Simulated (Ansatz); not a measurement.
## TePb in Ansatz: the effect of functional

TePb:

```
Pb Te
1.0
     0.00000    3.23100    3.23100
     3.23100    0.00000    3.23100
     3.23100    3.23100    0.00000
Pb Te
1 1
Direct
  0.00000 0.00000 0.00000
  0.50000 0.50000 0.50000
```

Alike in all runs:

| Property | Result |
| --- | --- |
| Program | Ansatz 0.2.0 |
| Task | single point |
| Potentials or basis | all-electron PAW datasets made for the crystal |
| k mesh | 4 × 4 × 4 |
| Occupations | fermi-dirac, width 0.05 eV |
| Spin | no spin polarisation |

```tsv
functional	cutoff	gap on the mesh (eV)	pressure (GPa)
PBE	240 eV (chosen from the basis error)	0.73	2.1
HSE06	290 eV (chosen from the basis error)	1.11	1.2
PBE0	290 eV (chosen from the basis error)	?	?
```

Question: What does the run with functional PBE0 give?

Answer: gap on the mesh 1.70 eV; pressure 1.2 GPa.

Caveats: all runs use coarse meshes; spin-orbit coupling is left out, which as a rule narrows the gap of such compounds by several tenths of an eV.

A k mesh can miss the band edges.

The runs don't all hold the same shells in valence.
